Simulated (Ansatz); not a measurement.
# PtS2: the cost of one run

Method: DFT PBE without U, plane waves, PAW, no spin–orbit coupling unless a run says so, in Ansatz 0.2.0.

**1. The starting structure**

It takes space group Fm-3m (No. 225, cubic). Conventional cell: a = 5.932 Å, b = 5.932 Å, c = 5.932 Å, α = 90.00°, β = 90.00°, γ = 90.00°. Pt (site symmetry m-3m) is surrounded by 8 S at 2.57 Å. Around S (site symmetry -43m) lie 4 Pt at 2.57 Å.

As a file:

```
Pt S
1.0
     0.00000    2.96599    2.96599
     2.96599    0.00000    2.96599
     2.96599    2.96599    0.00000
Pt S
1 2
Cartesian
  0.0000 0.0000 0.0000
  1.4830 1.4830 1.4830
  4.4490 4.4490 4.4490
```

Magnetic order typed: ferromagnetic.

An earlier series on this cell reached its lowest free state from «natural orbitals of the symmetric run, filled by rank», perhaps among other starts (it ended with site moments under 0.05 μB).

**2. Random orbitals: single harmonics, second filling**

The input, input.yaml:

```yaml
crystal:
  lattice:
    - [0.0, 2.9659919, 2.9659919]
    - [2.9659919, 0.0, 2.9659919]
    - [2.9659919, 2.9659919, 0.0]
  atoms:
    - { symbol: Pt, position: [0.0, 0.0, 0.0], spin: 2.0 }
    - { symbol: S, position: [0.25, 0.25, 0.25] }
    - { symbol: S, position: [0.75, 0.75, 0.75] }
basis:
  ecutwfc: 420
  ecutrho_ratio: 4
kpoints:
  mp_grid: { grid: [6, 6, 6] }
hamiltonian:
  xc: pbe
  hubbard:
    sites:
      - { site: 0, l: d, u_eff: 0.0, starting_ns: [{ spin: up, occupation_matrix: s0up }, { spin: down, occupation_matrix: s0down }] }
    occupation_matrices:
      s0up:
        matrix:
          - [0.97, 0.0, 0.0, 0.0, 0.0]
          - [0.0, 0.02, 0.0, 0.0, 0.0]
          - [0.0, 0.0, 0.97, 0.0, 0.0]
          - [0.0, 0.0, 0.0, 0.97, 0.0]
          - [0.0, 0.0, 0.0, 0.0, 0.97]
      s0down:
        matrix:
          - [0.97, 0.0, 0.0, 0.0, 0.0]
          - [0.0, 0.97, 0.0, 0.0, 0.0]
          - [0.0, 0.0, 0.02, 0.0, 0.0]
          - [0.0, 0.0, 0.0, 0.02, 0.0]
          - [0.0, 0.0, 0.0, 0.0, 0.02]
    ns_hold: until_converged
scf:
  occupations: { method: gaussian, width: 0.05 }
  lower_state_search: "off"
  max_iter: 150
output:
  forces: true
  stress: true
  eigenvalues: true
  populations: true
  hubbard: { sites: [{ site: 0, l: d }] }
magnetization:
  spin_polarized: true
```

The typed matrices put 0.97 on the chosen orbitals and 0.02 on the others, and are held until the SCF converges, then released.

Launch:

```
$ ansatz run input.yaml --threads 2 --pin off --max-ram 3072MiB --backend cpu --events-out ev --progress --plain --runs-dir out
```

What time and memory should one allow on 2 threads of Arm Neoverse V1, shared host?

About 14 s, with a peak of 0.41 GiB.
